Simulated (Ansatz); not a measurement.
Theory: DFT PBE, scalar-relativistic, plane waves, PAW (Ansatz 0.2.0). All cells share a 420 eV cutoff and Γ-centred k meshes spaced at most about 0.3 Å⁻¹ (about 0.25 or finer for metals, 2π included). No spin polarisation.

The zero of energy is the elements' standard structures at the same level (O₂ as a molecule); no fitted shifts are applied.

These are static total energies at zero pressure. Only the structures computed here compete, so a lower one can exist.

A search for Mg₃O₂ gave 6 distinct relaxed structures. Coordination counts O atoms around Mg (those within 1.25 times the shortest such distance or 1.15 times the sum of covalent radii; a slash parts the counts of unlike sites). Cells relaxed within their symmetry can be saddle points.

Task: Which structure of Mg₃O₂ came out lowest?

Result: The one with the anti-tetradymite type, space group R-3m (No. 166), reached from: a cell proposed by chemical analogy. It has a = 3.058 Å, c = 22.389 Å, 12.1 Å³/atom, no gap on the mesh. Mg on a site of symmetry 3m is surrounded by 3 O at 2.16 Å; Mg on a site of symmetry -3m is surrounded by 6 O at 2.14 Å; O has 6 Mg at 2.14–2.16 Å. Its energy over the elements is −2.01 eV/atom. A negative formation energy is needed for stability but isn't enough: competing phases decide. An observed structure of this formula, if there is one, may be missing.

```cif
data_structure
_symmetry_space_group_name_H-M 'P 1'
_symmetry_Int_Tables_number 1
_cell_length_a 7.6690
_cell_length_b 7.6690
_cell_length_c 7.6690
_cell_angle_alpha 22.999
_cell_angle_beta 22.999
_cell_angle_gamma 22.999
_cell_volume 60.43
loop_
_atom_site_label
_atom_site_type_symbol
_atom_site_fract_x
_atom_site_fract_y
_atom_site_fract_z
_atom_site_occupancy
Mg1 Mg 0.22312 0.22312 0.22312 1
Mg2 Mg 0.77688 0.77688 0.77688 1
Mg3 Mg 0.00000 0.00000 0.00000 1
O1 O 0.61235 0.61235 0.61235 1
O2 O 0.38765 0.38765 0.38765 1
```

Task: How much higher is the I4/mmm structure with 12.1 Å³/atom and coordination Mg 2/5 (reached from: a cell proposed by chemical analogy)?

Result: 50 meV/atom. It has no gap on its mesh.

Task: How much higher is the R-3c structure with 12.5 Å³/atom and coordination Mg 4 (reached from: anti-corundum type (R-3c))?

Result: 297 meV/atom. It has the anti-corundum type. Its gap on the mesh is 0.44 eV.

Some structure types and database cells were kept out of the candidates from the start, so a known form may be missing.
